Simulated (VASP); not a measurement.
# CaO in VASP: one cell, several levels of theory, part 2 of 3

The system is zincblende CaO, a generated structure that needn't be the ground state.

VASP 6.6.1, plane waves, PAW. The steps go on from the part before.

## 4. LDA at this geometry

Input file INCAR:

```
ENCUT = 520.000000
SIGMA = 0.010000
EDIFF = 1.00e-07
GGA = CA
PREC = Accurate
IBRION = -1
ISIF = 2
ISMEAR = 0
NBANDS = 15
NELM = 120
NSW = 0
LASPH = .TRUE.
LCHARG = .FALSE.
LWAVE = .FALSE.
LREAL = .FALSE.
```

Input file KPOINTS:

```
KPOINTS created by Atomic Simulation Environment
0
Gamma
8 8 8
0 0 0
```

Input file KPOINTS_OPT:

```
special points
6
Reciprocal
0.0000000000 0.0000000000 0.0000000000 1
0.5000000000 0.0000000000 0.5000000000 1
0.5000000000 0.2500000000 0.7500000000 1
0.3750000000 0.3750000000 0.7500000000 1
0.5000000000 0.5000000000 0.5000000000 1
0.6250000000 0.2500000000 0.6250000000 1
```

Input file POSCAR:

```
Ca O
 1.0000000000000000
    -0.0000000000000000    2.6067317364962017    2.6067317364962017
     2.6067317364962017    0.0000000000000000    2.6067317364962017
     2.6067317364962017    2.6067317364962017    0.0000000000000000
 Ca  O
   1   1
Cartesian
  0.0000000000000000 -0.0000000000000000 -0.0000000000000000
  1.3033658682481006  1.3033658682481006  1.3033658682481006
```

Potentials: the recommended LDA PAW datasets, 16 valence electrons in the neutral cell.

Command:

```sh
mpirun -np 1 vasp_std
```

Standard output, without the iteration lines:

```text
POSCAR found type information on POSCAR CaO
 POSCAR found :  2 types and       2 ions
 LDA part: xc-table for (Slater(with rela. corr.)+CA(PZ))
 , standard interpolation
 POSCAR, INCAR and KPOINTS ok, starting setup
 FFT: planning ... GRIDC
 FFT: planning ... GRID_SOFT
 FFT: planning ... GRID
 WAVECAR not read
 entering main loop
 Start KPOINTS_OPT (optional k-point list driver)
k-point batch [1-6\6]
```

OSZICAR:

```text
N       E                     dE             d eps       ncg     rms          rms(c)
DAV:   1     0.126553749750E+03    0.12655E+03   -0.82433E+03   870   0.106E+03
DAV:   2    -0.103281546594E+02   -0.13688E+03   -0.12587E+03  1080   0.280E+02
DAV:   3    -0.160883731030E+02   -0.57602E+01   -0.57172E+01  1045   0.611E+01
DAV:   4    -0.162844307562E+02   -0.19606E+00   -0.19597E+00  1270   0.967E+00
DAV:   5    -0.162853435175E+02   -0.91276E-03   -0.91271E-03  1031   0.821E-01    0.954E+00
DAV:   6    -0.139033676340E+02    0.23820E+01   -0.82622E+00   926   0.248E+01    0.436E+00
DAV:   7    -0.137333431591E+02    0.17002E+00   -0.84648E-01   959   0.856E+00    0.198E+00
DAV:   8    -0.136716112731E+02    0.61732E-01   -0.14277E-01  1087   0.365E+00    0.400E-01
DAV:   9    -0.136704027670E+02    0.12085E-02   -0.60624E-03  1015   0.672E-01    0.150E-01
DAV:  10    -0.136707809639E+02   -0.37820E-03   -0.41605E-04   954   0.190E-01    0.370E-02
DAV:  11    -0.136707854041E+02   -0.44402E-05   -0.18101E-04  1024   0.101E-01    0.227E-02
DAV:  12    -0.136707776682E+02    0.77360E-05   -0.33960E-05  1122   0.668E-02    0.732E-03
DAV:  13    -0.136707765708E+02    0.10974E-05   -0.32498E-06   975   0.222E-02    0.124E-03
DAV:  14    -0.136707766063E+02   -0.35561E-07   -0.17725E-07   957   0.392E-03
   1 F= -.13670777E+02 E0= -.13670777E+02  d E =-.462236E-13
       N       E                     dE             ncg
DAV:   1     0.597746589445E+03   -0.34695E+04      180
DAV:   2    -0.163823333903E+03   -0.76157E+03      229
DAV:   3    -0.193260551635E+03   -0.29437E+02      194
DAV:   4    -0.194537333382E+03   -0.12768E+01      306
DAV:   5    -0.194543774323E+03   -0.64409E-02      187
DAV:   6    -0.194543872531E+03   -0.98207E-04      283
DAV:   7    -0.194543873312E+03   -0.78178E-06      202
DAV:   8    -0.194543873329E+03   -0.16891E-07      196
```

Parts of OUTCAR:

```text
k-points           NKPTS =     29   k-points in BZ     NKDIM =     29   number of bands    NBANDS=     15

   NELECT =      16.0000    total number of electrons

   dimension x,y,z NGX =    28 NGY =   28 NGZ =   28
   dimension x,y,z NGXF=    56 NGYF=   56 NGZF=   56

  energy-cutoff  :      520.00
  volume of cell :       35.43
      direct lattice vectors                 reciprocal lattice vectors
     0.000000000  2.606731736  2.606731736    -0.191811069  0.191811069  0.191811069
     2.606731736  0.000000000  2.606731736     0.191811069 -0.191811069  0.191811069
     2.606731736  2.606731736  0.000000000     0.191811069  0.191811069 -0.191811069

 k-points in reciprocal lattice and weights: KPOINTS created by Atomic Simulation Env
   0.00000000  0.00000000  0.00000000       0.002
   0.12500000  0.00000000  0.00000000       0.016
   0.25000000  0.00000000  0.00000000       0.016
   0.37500000  0.00000000  0.00000000       0.016
   0.50000000  0.00000000  0.00000000       0.008
   0.12500000  0.12500000  0.00000000       0.012
   0.25000000  0.12500000  0.00000000       0.047
   0.37500000  0.12500000  0.00000000       0.047
[... 21 more k-points ...]

 E-fermi :   0.1658

 k-point     1 :       0.0000    0.0000    0.0000
  band No.  band energies     occupation
      1     -36.4639      2.00000
      2     -17.6942      2.00000
      3     -17.6942      2.00000
      4     -17.6942      2.00000
      5     -14.3380      2.00000
      6      -0.5267      2.00000
      7      -0.5267      2.00000
      8      -0.5267      2.00000
      9       3.2571      0.00000
     10       8.0200      0.00000
     11       8.0200      0.00000
     12       9.6741      0.00000
     13       9.6741      0.00000
     14       9.6741      0.00000
     15      16.4310      0.00000

 k-point     2 :       0.1250    0.0000    0.0000
  band No.  band energies     occupation
      1     -36.4567      2.00000
      2     -17.8202      2.00000
      3     -17.7025      2.00000
      4     -17.7025      2.00000
      5     -14.2138      2.00000
      6      -0.7107      2.00000
      7      -0.4818      2.00000
      8      -0.4818      2.00000
      9       3.8130      0.00000
     10       7.8390      0.00000
     11       7.8390      0.00000
     12       9.4412      0.00000
     13       9.8346      0.00000
     14       9.8346      0.00000
     15      14.7988      0.00000

 k-point     3 :       0.2500    0.0000    0.0000
  band No.  band energies     occupation
      1     -36.4394      2.00000
      2     -18.0907      2.00000
      3     -17.7227      2.00000
      4     -17.7227      2.00000
      5     -13.9552      2.00000
      6      -0.9328      2.00000
      7      -0.3812      2.00000
      8      -0.3812      2.00000
      9       4.9438      0.00000
     10       7.6569      0.00000
     11       7.6569      0.00000
     12       8.9696      0.00000
     13       9.9252      0.00000
     14       9.9252      0.00000
     15      12.8453      0.00000

 k-point     4 :       0.3750    0.0000    0.0000
  band No.  band energies     occupation
      1     -36.4220      2.00000
      2     -18.3268      2.00000
      3     -17.7426      2.00000
      4     -17.7426      2.00000
      5     -13.7405      2.00000
      6      -0.9533      2.00000
      7      -0.2928      2.00000
      8      -0.2928      2.00000
      9       5.8202      0.00000
     10       7.7507      0.00000
     11       7.7507      0.00000
     12       8.4755      0.00000
     13       9.6890      0.00000
     14       9.6890      0.00000
     15      11.9297      0.00000

 k-point     5 :       0.5000    0.0000    0.0000
  band No.  band energies     occupation
      1     -36.4147      2.00000
      2     -18.4171      2.00000
      3     -17.7508      2.00000
      4     -17.7508      2.00000
      5     -13.6623      2.00000
      6      -0.9139      2.00000
      7      -0.2601      2.00000
      8      -0.2601      2.00000
      9       6.0987      0.00000
     10       7.8995      0.00000
     11       7.8995      0.00000
     12       8.1772      0.00000
     13       9.4683      0.00000
     14       9.4683      0.00000
     15      11.9320      0.00000

[... the tables of k-points 6 to 29 left out ...]

  Total       -0.8694586     -0.8694586     -0.8694586      0.0000000     -0.0000000     -0.0000000
  in kB      -39.3224420    -39.3224420    -39.3224420      0.0000000     -0.0000000     -0.0000000
  external PRESSURE =     -39.3224420 kB  Pullay stress =       0.0000000 kB

 POSITION                                       TOTAL-FORCE (eV/Angst)
 -----------------------------------------------------------------------------------
      0.00000      0.00000      0.00000         0.000000      0.000000      0.000000
      1.30337      1.30337      1.30337        -0.000000     -0.000000     -0.000000
 -----------------------------------------------------------------------------------
    total drift:                               -0.000000     -0.000000     -0.000000

  FREE ENERGIE OF THE ION-ELECTRON SYSTEM (eV)
  ---------------------------------------------------
  free  energy   TOTEN  =       -13.6707766063 eV

  energy  without entropy=      -13.6707766063  energy(sigma->0) =      -13.67077661
```

Wall time 7.2 s (1 MPI rank of Intel Xeon 6975P-C, shared host); peak memory 0.14 GiB.

The levels at the points of KPOINTS_OPT are read from vasprun.xml.

Band energies at the special points (eV, zero at the top of v, the last band that the electrons fill by count):

| point | v−1 | v | c | c+1 |
| --- | --- | --- | --- | --- |
| Γ | -0.65 | -0.65 | 3.14 | 7.90 |
| X | 0.00 | 0.00 | 4.73 | 6.51 |
| W | -0.59 | 0.00 | 4.77 | 6.31 |
| K | -0.29 | -0.11 | 4.82 | 6.61 |
| L | -0.38 | -0.38 | 5.98 | 7.78 |
| U | -0.29 | -0.11 | 4.82 | 6.61 |

Gap with LDA: 3.14 eV, valence top at (-0.25, 0.50, 0.25), conduction bottom at Γ. Least direct gap: 3.78 eV. Pressure: -3.93 GPa; the forces vanish within 0.01 eV/Å.

## 5. PBEsol

Changes to INCAR since step 4:

```diff
@@ -3,3 +3,3 @@
 EDIFF = 1.00e-07
-GGA = CA
+GGA = PS
 PREC = Accurate
```

KPOINTS is that of step 4.

KPOINTS_OPT is that of step 4.

POSCAR is that of step 4.

Potentials: the recommended PBE PAW datasets, 16 valence electrons in the neutral cell.

Command:

```sh
mpirun -np 1 vasp_std
```

Standard output, without the iteration lines:

```text
POSCAR found type information on POSCAR CaO
 POSCAR found :  2 types and       2 ions
 -----------------------------------------------------------------------------
|                                                                             |
|                                                                             |
|     You enforced a specific xc type in the INCAR file but a different       |
|     I HOPE YOU KNOW WHAT YOU ARE DOING!                                     |
|                                                                             |
 -----------------------------------------------------------------------------

 LDA part: xc-table for (Slater+PW92), standard interpolation
 POSCAR, INCAR and KPOINTS ok, starting setup
 FFT: planning ... GRIDC
 FFT: planning ... GRID_SOFT
 FFT: planning ... GRID
 WAVECAR not read
 entering main loop
 Start KPOINTS_OPT (optional k-point list driver)
k-point batch [1-6\6]
```

OSZICAR:

```text
N       E                     dE             d eps       ncg     rms          rms(c)
DAV:   1     0.127458728436E+03    0.12746E+03   -0.82397E+03   870   0.106E+03
DAV:   2    -0.938062866290E+01   -0.13684E+03   -0.12569E+03  1080   0.280E+02
DAV:   3    -0.151577570637E+02   -0.57771E+01   -0.57347E+01  1045   0.614E+01
DAV:   4    -0.153565370575E+02   -0.19878E+00   -0.19870E+00  1270   0.968E+00
DAV:   5    -0.153574794658E+02   -0.94241E-03   -0.94236E-03  1038   0.836E-01    0.922E+00
DAV:   6    -0.131092616670E+02    0.22482E+01   -0.75297E+00   947   0.240E+01    0.418E+00
DAV:   7    -0.129889177751E+02    0.12034E+00   -0.76523E-01   984   0.813E+00    0.198E+00
DAV:   8    -0.129607587408E+02    0.28159E-01   -0.12942E-01  1087   0.367E+00    0.468E-01
DAV:   9    -0.129592708814E+02    0.14879E-02   -0.89037E-03  1014   0.814E-01    0.160E-01
DAV:  10    -0.129605494029E+02   -0.12785E-02   -0.11325E-03   912   0.286E-01    0.533E-02
DAV:  11    -0.129605539320E+02   -0.45291E-05   -0.47876E-04  1059   0.162E-01    0.308E-02
DAV:  12    -0.129605436878E+02    0.10244E-04   -0.66129E-05  1115   0.916E-02    0.477E-03
DAV:  13    -0.129605429508E+02    0.73702E-06   -0.37127E-06   968   0.235E-02    0.200E-03
DAV:  14    -0.129605430770E+02   -0.12619E-06   -0.73798E-07   920   0.637E-03    0.550E-04
DAV:  15    -0.129605430970E+02   -0.20023E-07   -0.43721E-08   750   0.238E-03
   1 F= -.12960543E+02 E0= -.12960543E+02  d E =-.735330-132
       N       E                     dE             ncg
DAV:   1     0.610176841319E+03   -0.34571E+04      180
DAV:   2    -0.154578529168E+03   -0.76476E+03      236
DAV:   3    -0.183937575594E+03   -0.29359E+02      194
DAV:   4    -0.185163900994E+03   -0.12263E+01      306
DAV:   5    -0.185169555564E+03   -0.56546E-02      187
DAV:   6    -0.185169648301E+03   -0.92737E-04      283
DAV:   7    -0.185169649151E+03   -0.85023E-06      209
DAV:   8    -0.185169649173E+03   -0.21641E-07      190
```

From OUTCAR:

```text
k-points           NKPTS =     29   k-points in BZ     NKDIM =     29   number of bands    NBANDS=     15

   NELECT =      16.0000    total number of electrons

   dimension x,y,z NGX =    28 NGY =   28 NGZ =   28
   dimension x,y,z NGXF=    56 NGYF=   56 NGZF=   56

  energy-cutoff  :      520.00
  volume of cell :       35.43
      direct lattice vectors                 reciprocal lattice vectors
     0.000000000  2.606731736  2.606731736    -0.191811069  0.191811069  0.191811069
     2.606731736  0.000000000  2.606731736     0.191811069 -0.191811069  0.191811069
     2.606731736  2.606731736  0.000000000     0.191811069  0.191811069 -0.191811069

 k-points in reciprocal lattice and weights: KPOINTS created by Atomic Simulation Env
   0.00000000  0.00000000  0.00000000       0.002
   0.12500000  0.00000000  0.00000000       0.016
   0.25000000  0.00000000  0.00000000       0.016
   0.37500000  0.00000000  0.00000000       0.016
   0.50000000  0.00000000  0.00000000       0.008
   0.12500000  0.12500000  0.00000000       0.012
   0.25000000  0.12500000  0.00000000       0.047
   0.37500000  0.12500000  0.00000000       0.047
[... 21 more k-points ...]

 E-fermi :   0.5028

 k-point     1 :       0.0000    0.0000    0.0000
  band No.  band energies     occupation
      1     -36.5851      2.00000
      2     -17.6057      2.00000
      3     -17.6057      2.00000
      4     -17.6057      2.00000
      5     -14.3642      2.00000
      6      -0.3030      2.00000
      7      -0.3030      2.00000
      8      -0.3030      2.00000
      9       3.5290      0.00000
     10       8.3112      0.00000
     11       8.3112      0.00000
     12       9.9583      0.00000
     13       9.9583      0.00000
     14       9.9583      0.00000
     15      16.7596      0.00000

 k-point     2 :       0.1250    0.0000    0.0000
  band No.  band energies     occupation
      1     -36.5782      2.00000
      2     -17.7316      2.00000
      3     -17.6139      2.00000
      4     -17.6139      2.00000
      5     -14.2404      2.00000
      6      -0.4835      2.00000
      7      -0.2589      2.00000
      8      -0.2589      2.00000
      9       4.0824      0.00000
     10       8.1327      0.00000
     11       8.1327      0.00000
     12       9.7238      0.00000
     13      10.1162      0.00000
     14      10.1162      0.00000
     15      15.0923      0.00000

 k-point     3 :       0.2500    0.0000    0.0000
  band No.  band energies     occupation
      1     -36.5617      2.00000
      2     -18.0007      2.00000
      3     -17.6334      2.00000
      4     -17.6334      2.00000
      5     -13.9829      2.00000
      6      -0.7033      2.00000
      7      -0.1598      2.00000
      8      -0.1598      2.00000
      9       5.2156      0.00000
     10       7.9532      0.00000
     11       7.9532      0.00000
     12       9.2482      0.00000
     13      10.2041      0.00000
     14      10.2041      0.00000
     15      13.1279      0.00000

 k-point     4 :       0.3750    0.0000    0.0000
  band No.  band energies     occupation
      1     -36.5451      2.00000
      2     -18.2350      2.00000
      3     -17.6528      2.00000
      4     -17.6528      2.00000
      5     -13.7692      2.00000
      6      -0.7264      2.00000
      7      -0.0724      2.00000
      8      -0.0724      2.00000
      9       6.1064      0.00000
     10       8.0473      0.00000
     11       8.0473      0.00000
     12       8.7446      0.00000
     13       9.9676      0.00000
     14       9.9676      0.00000
     15      12.2056      0.00000

 k-point     5 :       0.5000    0.0000    0.0000
  band No.  band energies     occupation
      1     -36.5381      2.00000
      2     -18.3245      2.00000
      3     -17.6608      2.00000
      4     -17.6608      2.00000
      5     -13.6913      2.00000
      6      -0.6893      2.00000
      7      -0.0399      2.00000
      8      -0.0399      2.00000
      9       6.3978      0.00000
     10       8.1959      0.00000
     11       8.1959      0.00000
     12       8.4368      0.00000
     13       9.7472      0.00000
     14       9.7472      0.00000
     15      12.2061      0.00000

[... the tables of k-points 6 to 29 left out ...]

  Total       -0.2382131     -0.2382131     -0.2382131     -0.0000000      0.0000000      0.0000000
  in kB      -10.7735103    -10.7735103    -10.7735103     -0.0000000      0.0000000      0.0000000
  external PRESSURE =     -10.7735103 kB  Pullay stress =       0.0000000 kB

 POSITION                                       TOTAL-FORCE (eV/Angst)
 -----------------------------------------------------------------------------------
      0.00000      0.00000      0.00000         0.000000      0.000000      0.000000
      1.30337      1.30337      1.30337        -0.000000     -0.000000     -0.000000
 -----------------------------------------------------------------------------------
    total drift:                               -0.000000     -0.000000     -0.000000

  FREE ENERGIE OF THE ION-ELECTRON SYSTEM (eV)
  ---------------------------------------------------
  free  energy   TOTEN  =       -12.9605430970 eV

  energy  without entropy=      -12.9605430970  energy(sigma->0) =      -12.96054310
```

Run time: 8.6 s. Hardware: 1 MPI rank of Intel Xeon 6975P-C, shared host; peak memory 0.16 GiB.

The levels at the points of KPOINTS_OPT are read from vasprun.xml.

Levels at the named points, in eV from the top of band v (v: the last filled band by count, c: the next):

```
point    v−1      v     c   c+1
    Γ  -0.63  -0.63  3.20  7.98
    X   0.00   0.00  4.84  6.57
    W  -0.58   0.00  4.87  6.38
    K  -0.28  -0.11  4.92  6.68
    L  -0.37  -0.37  6.07  7.86
    U  -0.28  -0.11  4.92  6.68
```

PBEsol gives an indirect gap of 3.20 eV, from W to Γ; the least direct gap is 3.83 eV. Pressure: -1.08 GPa; the forces vanish within 0.01 eV/Å.

(Continued in part 3 of 3.)
